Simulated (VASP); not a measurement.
# Mg8Se7 (a cell with a defect) in VASP: a series of runs

Runs on Mg8Se7 (a cell with a defect). Level: PBE. Tasks: single point.

Program: VASP 6.6.1. These are calculated values, not measurements. Logs are shortened: lines on timing, memory, paths and dates and some standing lists are left out, and cuts for length are marked.

### 1 The structure

The cell holds a defect, 15 atoms: a = 7.791 Å, b = 7.791 Å, c = 7.791 Å, α = 60.00°, β = 60.00°, γ = 60.00°.

### 2 Single point, PBE (Se vacancy, atoms relaxed)

The input, INCAR:

```
  ALGO = Fast
  EDIFF = 1E-7
  ENCUT = 520
  GGA = PE
  ISIF = 2
  ISMEAR = 0
  LASPH = True
  LCHARG = False
  LREAL = Auto
  LWAVE = False
  NBANDS = 42
  NELM = 100
  PREC = Accurate
  SIGMA = 0.05
```

The input, KPOINTS:

```
k-points
0
Gamma
  4 4 4
```

The input, POSCAR:

```
Mg8Se7
1.0
   -5.5089473509     -5.5089473509      0.0000000000
   -5.5089473509      0.0000000000     -5.5089473509
    0.0000000000     -5.5089473509     -5.5089473509
Mg Se
8 7
Direct
    0.4966933166      0.4966933166      0.0033066834
    1.0033066834      0.4966933166      0.0033066834
    0.4966933166      1.0033066834      0.0033066834
    1.0000000000      1.0000000000      0.0000000000
    0.5000000000      0.5000000000      0.5000000000
    1.0033066834      0.4966933166      0.4966933166
    0.4966933166      1.0033066834      0.4966933166
    1.0033066834      1.0033066834      0.4966933166
    0.7500000000      0.2500000000      0.2500000000
    0.2500000000      0.7500000000      0.2500000000
    0.7500000000      0.7500000000      0.2500000000
    0.2500000000      0.2500000000      0.7500000000
    0.7500000000      0.2500000000      0.7500000000
    0.2500000000      0.7500000000      0.7500000000
    0.7500000000      0.7500000000      0.7500000000
```

Potentials or basis: VASP PAW PBE potentials, release 64 (Mg, Se).

Started as:

```bash
> cat potpaw_PBE.64/Mg/POTCAR potpaw_PBE.64/Se/POTCAR > POTCAR
> mpirun -np 1 vasp_std > vasp.out
```

OUTCAR:

```text
EDIFF = 1E-7
   ENCUT = 520
   GGA = PE
   ISIF = 2
   ISMEAR = 0
   LASPH = True
   LREAL = Auto
   NELM = 100
   PREC = Accurate

 ion  position               nearest neighbor table
   1  0.497  0.497  0.003-   9 2.75  10 2.75  13 2.75  14 2.75  15 2.79
   2  0.003  0.497  0.003-   9 2.75  11 2.75  12 2.75  14 2.75  15 2.79
   3  0.497  0.003  0.003-  10 2.75  11 2.75  12 2.75  13 2.75  15 2.79
   4  0.000  0.000  0.000-   9 2.75  10 2.75  11 2.75  12 2.75  13 2.75  14 2.75
   5  0.500  0.500  0.500-   9 2.75  10 2.75  11 2.75  12 2.75  13 2.75  14 2.75
   6  0.003  0.497  0.497-  10 2.75  11 2.75  12 2.75  13 2.75  15 2.79
   7  0.497  0.003  0.497-   9 2.75  11 2.75  12 2.75  14 2.75  15 2.79
   8  0.003  0.003  0.497-   9 2.75  10 2.75  13 2.75  14 2.75  15 2.79
   9  0.750  0.250  0.250-   4 2.75   5 2.75   1 2.75   2 2.75   7 2.75   8 2.75
  10  0.250  0.750  0.250-   4 2.75   5 2.75   1 2.75   3 2.75   6 2.75   8 2.75
  11  0.750  0.750  0.250-   4 2.75   5 2.75   2 2.75   3 2.75   6 2.75   7 2.75
  12  0.250  0.250  0.750-   4 2.75   5 2.75   2 2.75   3 2.75   6 2.75   7 2.75
  13  0.750  0.250  0.750-   4 2.75   5 2.75   1 2.75   3 2.75   6 2.75   8 2.75
  14  0.250  0.750  0.750-   4 2.75   5 2.75   1 2.75   2 2.75   7 2.75   8 2.75
  15  0.750  0.750  0.750-   1 2.79   2 2.79   3 2.79   6 2.79   7 2.79   8 2.79

  LATTYP: Found a face centered cubic cell.
 ALAT       =    11.0178947018

  Lattice vectors:

 A1 = (  -5.5089473509,  -5.5089473509,   0.0000000000)
 A2 = (  -5.5089473509,   0.0000000000,  -5.5089473509)
 A3 = (   0.0000000000,  -5.5089473509,  -5.5089473509)

Analysis of symmetry for initial positions (statically):
=====================================================================
 Subroutine PRICEL returns:
 Original cell was already a primitive cell.

 Routine SETGRP: Setting up the symmetry group for a
 face centered cubic supercell.

 Subroutine GETGRP returns: Found 48 space group operations
 (whereof 24 operations were pure point group operations)
 out of a pool of 48 trial point group operations.

The static configuration has the point symmetry T_d .
 The point group associated with its full space group is O_h .

Analysis of symmetry for dynamics (positions and initial velocities):
=====================================================================
 Subroutine PRICEL returns:
 Original cell was already a primitive cell.

 Routine SETGRP: Setting up the symmetry group for a
 face centered cubic supercell.

 Subroutine GETGRP returns: Found 48 space group operations
 (whereof 24 operations were pure point group operations)
 out of a pool of 48 trial point group operations.

The dynamic configuration has the point symmetry T_d .
 The point group associated with its full space group is O_h .

 Subroutine INISYM returns: Found 48 space group operations
 (whereof 24 operations are pure point group operations),
 and found     1 'primitive' translations

----------------------------------------------------------------------------------------

                                     Primitive cell

  volume of cell :     334.3766

  direct lattice vectors                    reciprocal lattice vectors
    -5.508947351 -5.508947351  0.000000000    -0.090761441 -0.090761441  0.090761441
    -5.508947351  0.000000000 -5.508947351    -0.090761441  0.090761441 -0.090761441
     0.000000000 -5.508947351 -5.508947351     0.090761441 -0.090761441 -0.090761441

  length of vectors
     7.790828058  7.790828058  7.790828058     0.157203427  0.157203427  0.157203427

  position of ions in fractional coordinates (direct lattice)
     0.496693317  0.496693317  0.003306683
     0.003306683  0.496693317  0.003306683
     0.496693317  0.003306683  0.003306683
     0.000000000  0.000000000  0.000000000
     0.500000000  0.500000000  0.500000000
     0.003306683  0.496693317  0.496693317
     0.496693317  0.003306683  0.496693317
     0.003306683  0.003306683  0.496693317
     0.750000000  0.250000000  0.250000000
     0.250000000  0.750000000  0.250000000
     0.750000000  0.750000000  0.250000000
     0.250000000  0.250000000  0.750000000
     0.750000000  0.250000000  0.750000000
     0.250000000  0.750000000  0.750000000
     0.750000000  0.750000000  0.750000000

  ion indices of the primitive-cell ions
   primitive index   ion index
[... 32 lines left out ...]
     0.039300857  0.039300857  0.039300857

  Shift w.r.t. Gamma in fractional coordinates (k-lattice)
     0.000000000  0.000000000  0.000000000

 Subroutine IBZKPT returns following result:
 ===========================================

 Found      8 irreducible k-points:

 Following reciprocal coordinates:
            Coordinates               Weight
  0.000000  0.000000  0.000000      1.000000
  0.250000  0.000000  0.000000      8.000000
  0.500000  0.000000  0.000000      4.000000
  0.250000  0.250000  0.000000      6.000000
  0.500000  0.250000  0.000000     24.000000
 -0.250000  0.250000  0.000000     12.000000
  0.500000  0.500000  0.000000      3.000000
 -0.250000  0.500000  0.250000      6.000000
   k-points           NKPTS =      8   k-points in BZ     NKDIM =      8   number of bands    NBANDS=     42
   number of dos      NEDOS =    301   number of ions     NIONS =     15
   total plane-waves  NPLWV = 216000
   dimension x,y,z NGX =    60 NGY =   60 NGZ =   60
   dimension x,y,z NGXF=   120 NGYF=  120 NGZF=  120
   ions per type =               8   7
   NGX,Y,Z   is equivalent  to a cutoff of  12.80, 12.80, 12.80 a.u.
   NGXF,Y,Z  is equivalent  to a cutoff of  25.61, 25.61, 25.61 a.u.
 SYSTEM =  unknown system
   PREC   = accura    normal or accurate (medium, high low for compatibility)
   ISTART =      0    job   : 0-new  1-cont  2-samecut
   ICHARG =      2    charge: 1-file 2-atom 10-const
   ISPIN  =      1    spin polarized calculation?
   LNONCOLLINEAR =      F non collinear calculations
   LSORBIT =      F    spin-orbit coupling
   LASPH  =      T    aspherical Exc in radial PAW
   ENCUT  =  520.0 eV  38.22 Ry    6.18 a.u.  14.49 14.49 14.49*2*pi/ulx,y,z
   NELM   =    100;   NELMIN=  2; NELMDL= -5     # of ELM steps
   EDIFF  = 0.1E-06   stopping-criterion for ELM
   LREAL  =      T    real-space projection
   EDIFFG = 0.1E-05   stopping-criterion for IOM
   NSW    =      0    number of steps for IOM
   IBRION =     -1    ionic relax: 0-MD 1-quasi-New 2-CG
   NFREE  =      0    steps in history (QN), initial steepest desc. (CG)
   ISIF   =      2    stress and relaxation
   ISYM   =      2    0-nonsym 1-usesym 2-fastsym
   POTIM  = 0.5000    time-step for ionic-motion
   TEBEG  =    0.0;   TEEND  =   0.0 temperature during run
   PSTRESS=    0.0 pullay stress
   NELECT =      58.0000    total number of electrons
   NUPDOWN=      -1.0000    fix difference up-down
   EMIN   =  10.00;   EMAX   =-10.00  energy-range for DOS
   EFERMI =   0.00;   METHOD = LEGACY
   ISMEAR =     0;   SIGMA  =   0.05  broadening in eV -4-tet -1-fermi 0-gaus
   EFERMI_NEDOS =   21; number of points for ismear=-14 and -15
   IALGO  =     68    algorithm
   IMIX   =      4    mixing-type and parameters
     AMIX     =   0.40;   BMIX     =  1.00
     AMIX_MAG =   1.60;   BMIX_MAG =  1.00
  volume/ion in A,a.u.               =      22.29       150.43
  Fermi-wavevector in a.u.,A,eV,Ry     =   0.913003  1.725326 11.341470  0.833574
  Thomas-Fermi vector in A             =   2.037464
   LORBIT       =      0    0 simple, 1 ext, 2 COOP (PROOUT), +10 PAW based schemes
   GGA     = PE    functional components
   LHFCALC =     F    Hartree Fock is set to
   AEXX    =    0.0000 exact exchange contribution
   IVDW    =     0    specifies the selected vdW correction
   LEPSILON=     F    determine dielectric tensor
   LRPA    =     F    only Hartree local field effects (RPA)
 non-spin polarized calculation
 RMM-DIIS sequential band-by-band and
 Gauss-broadening in eV      SIGMA  =   0.05
  energy-cutoff  :      520.00
  volume of cell :      334.38
 maximum number of plane-waves:      9089
 NGX is ok and might be reduce to    60
   NGX = 29   NGY = 29   NGZ = 29

 number of electron      57.9999995 magnetization

 Free energy of the ion-electron system (eV)
  ---------------------------------------------------
  ext. energy  EPLUGINS =         0.00000000
  ---------------------------------------------------
  free energy    TOTEN  =       -52.56951759 eV

  energy without entropy =      -52.56534883  energy(sigma->0) =      -52.56743321

 E-fermi :   4.3054     XC(G=0):  -9.0580

 val. band max:        4.2849306451   @ k =  -0.2500   0.5000   0.2500
 cond. band min:       4.3079029259   @ k =   0.5000   0.5000   0.0000
 fundamental gap:      0.0229722808
 Fermi energy:         4.3054420885

 k-point     1 :       0.0000    0.0000    0.0000
  band No.  band energies     occupation
      1     -10.2400      2.00000
      2      -9.3647      2.00000
      3      -9.3647      2.00000
      4      -9.3647      2.00000
      5      -9.0684      2.00000
      6      -9.0684      2.00000
[... 341 lines left out ...]
     40       7.9553      0.00000
     41       8.4827      0.00000
 [bands above 41 left out]

------------------------ aborting loop because EDIFF is reached ----------------------------------------

  FORCE on cell =-STRESS in cart. coord.  units (eV):
  Direction    XX          YY          ZZ          XY          YZ          ZX
  --------------------------------------------------------------------------------------
  -------------------------------------------------------------------------------------
  Total       -2.7948331     -2.7948331     -2.7948331      0.0000000     -0.0000000      0.0000000
  in kB      -13.3915422    -13.3915422    -13.3915422      0.0000000     -0.0000000      0.0000000
  external PRESSURE =     -13.3915422 kB  Pullay stress =       0.0000000 kB

 VOLUME and BASIS-vectors are now :
 -----------------------------------------------------------------------------
  energy-cutoff  :      520.00
  volume of cell :      334.38
      direct lattice vectors                 reciprocal lattice vectors
    -5.508947351 -5.508947351  0.000000000    -0.090761441 -0.090761441  0.090761441
    -5.508947351  0.000000000 -5.508947351    -0.090761441  0.090761441 -0.090761441
     0.000000000 -5.508947351 -5.508947351     0.090761441 -0.090761441 -0.090761441

 POSITION                                       TOTAL-FORCE (eV/Angst)
 -----------------------------------------------------------------------------------
     -5.47251     -2.75447     -2.75447        -0.010303      0.000000      0.000000
     -2.75447     -0.03643     -2.75447         0.000000      0.010303      0.000000
     -2.75447     -2.75447     -0.03643         0.000000      0.000000      0.010303
      0.00000      0.00000      0.00000         0.000000      0.000000      0.000000
     -5.50895     -5.50895     -5.50895         0.000000      0.000000      0.000000
     -2.75447     -2.75447     -5.47251         0.000000      0.000000     -0.010303
     -2.75447     -5.47251     -2.75447         0.000000     -0.010303      0.000000
     -0.03643     -2.75447     -2.75447         0.010303      0.000000      0.000000
     -5.50895     -5.50895     -2.75447         0.000000      0.000000      0.000000
     -5.50895     -2.75447     -5.50895         0.000000      0.000000      0.000000
     -8.26342     -5.50895     -5.50895         0.000000      0.000000      0.000000
     -2.75447     -5.50895     -5.50895         0.000000      0.000000      0.000000
     -5.50895     -8.26342     -5.50895         0.000000      0.000000      0.000000
     -5.50895     -5.50895     -8.26342         0.000000      0.000000      0.000000
     -8.26342     -8.26342     -8.26342         0.000000      0.000000      0.000000
 -----------------------------------------------------------------------------------
    total drift:                                0.000000      0.000000      0.000000

  FREE ENERGIE OF THE ION-ELECTRON SYSTEM (eV)
  ---------------------------------------------------
  free  energy   TOTEN  =       -52.5695175897 eV

  energy  without entropy=      -52.5653488277  energy(sigma->0) =      -52.56743321
```

Run time: 2.5 min. Hardware: 1 thread of Intel Xeon 6975P-C (Granite Rapids), shared host; peak memory 0.49 GiB.

Results:

- Free energy: -52.5695 eV
- Pressure: -1.3 GPa
- Largest force: 0.010 eV/Å
- Band gap on the k mesh: 0.02 eV, indirect (least direct gap 0.07 eV)

Forces on the atoms (eV/Å):
```
Mg  -0.010  0.000  0.000
Mg   0.000  0.010  0.000
Mg   0.000  0.000  0.010
Mg   0.000  0.000  0.000
Mg   0.000  0.000  0.000
Mg   0.000  0.000 -0.010
Mg   0.000 -0.010  0.000
Mg   0.010  0.000  0.000
Se   0.000  0.000  0.000
Se   0.000  0.000  0.000
Se   0.000  0.000  0.000
Se   0.000  0.000  0.000
Se   0.000  0.000  0.000
Se   0.000  0.000  0.000
Se   0.000  0.000  0.000
```

### 3 Single point, PBE

The input, INCAR:

```
SYSTEM = Mg8Se7
PREC = Accurate ; ENCUT = 520
EDIFF = 1E-7 ; ISMEAR = 0
SIGMA = 0.05 ; LREAL = Auto
LASPH = .True. ; NELM = 100
ALGO = Fast ; ISIF = 2
LWAVE = .False. ; LCHARG = .True.
GGA = PE ; LELF = .True.
LVHAR = .True. ; NBANDS = 42
```

The input, KPOINTS:

```
Automatic mesh
0
Gamma
  4 4 4
  0 0 0
```

The input, POSCAR:

```
Mg8Se7
1.0
   -5.5089473509     -5.5089473509      0.0000000000
   -5.5089473509      0.0000000000     -5.5089473509
    0.0000000000     -5.5089473509     -5.5089473509
Mg Se
8 7
Direct
    0.4999999822      0.4966933344      0.0033066656
    1.0000000178      0.4966933344      0.0033066656
    0.4983466583      1.0016533417      0.0016533417
    0.9983466761      1.0016533239      0.0016533239
    0.5016533239      0.4983466761      0.4983466761
    1.0016533417      0.4983466583      0.4983466583
    0.4999999822      1.0033066656      0.4966933344
    1.0000000178      1.0033066656      0.4966933344
    0.5000000000      0.2500000000      0.2500000000
    0.2500000000      0.7500000000      0.2500000000
    0.7500000000      0.7500000000      0.2500000000
    0.2500000000      0.2500000000      0.7500000000
    0.7500000000      0.2500000000      0.7500000000
    0.2500000000      0.7500000000      0.7500000000
    0.7500000000      0.7500000000      0.7500000000
```

Potentials or basis: VASP PAW PBE potentials, release 64 (Mg, Se).

Started as:

```bash
> cat potpaw_PBE.64/Mg/POTCAR potpaw_PBE.64/Se/POTCAR > POTCAR
> mpirun -np 1 vasp_std > vasp.out
```

Run time: 5.2 min. Hardware: 1 thread of Intel Xeon 6975P-C (Granite Rapids), shared host; peak memory 0.55 GiB.

The run converged. Its results:

* Free energy: -46.0326 eV
* Pressure: 6.7 GPa
* Largest force: 11.185 eV/Å
* Band gap on the k mesh: none (metal or under the smearing width)

Forces on the atoms (eV/Å):
```
Mg  -7.909  7.909  0.000
Mg   0.214 -0.214  0.000
Mg   0.007  0.007  0.052
Mg  -0.007 -0.007  0.052
Mg  -0.007 -0.007 -0.052
Mg   0.007  0.007 -0.052
Mg   7.909 -7.909  0.000
Mg  -0.214  0.214  0.000
Se   0.000  0.000  0.000
Se  -0.226  0.226 -0.527
Se   0.226 -0.226  0.527
Se   0.226 -0.226 -0.527
Se  -0.226  0.226  0.527
Se  -0.032 -0.032  0.000
Se   0.032  0.032  0.000
```

Stress tensor (GPa, compression positive):
```
  8.68 -10.25   0.00
-10.25   8.68   0.00
  0.00   0.00   2.71
```

Levels at points of the mesh, in eV from the Fermi level:
| k point | band 26 | band 27 | band 28 | band 29 | band 30 | band 31 | band 32 | band 33 |
| --- | --- | --- | --- | --- | --- | --- | --- | --- |
| (0.00, 0.00, 0.00) | -2.28 | -2.12 | -1.96 | -1.42 | -0.16 | 0.08 | 1.05 | 1.36 |
| (0.50, 0.00, 0.00) | -2.62 | -2.50 | -2.45 | 0.06 | 0.31 | 1.11 | 1.24 | 1.70 |
| (0.00, 0.50, 0.00) | -2.25 | -2.24 | -2.14 | -0.54 | 0.28 | 1.10 | 1.33 | 1.39 |
| (0.50, 0.50, 0.00) | -2.72 | -2.66 | -1.91 | 0.22 | 0.55 | 0.92 | 1.55 | 1.96 |
| (0.00, 0.50, 0.50) | -2.60 | -2.58 | -2.39 | -0.39 | -0.38 | 1.00 | 2.17 | 2.22 |
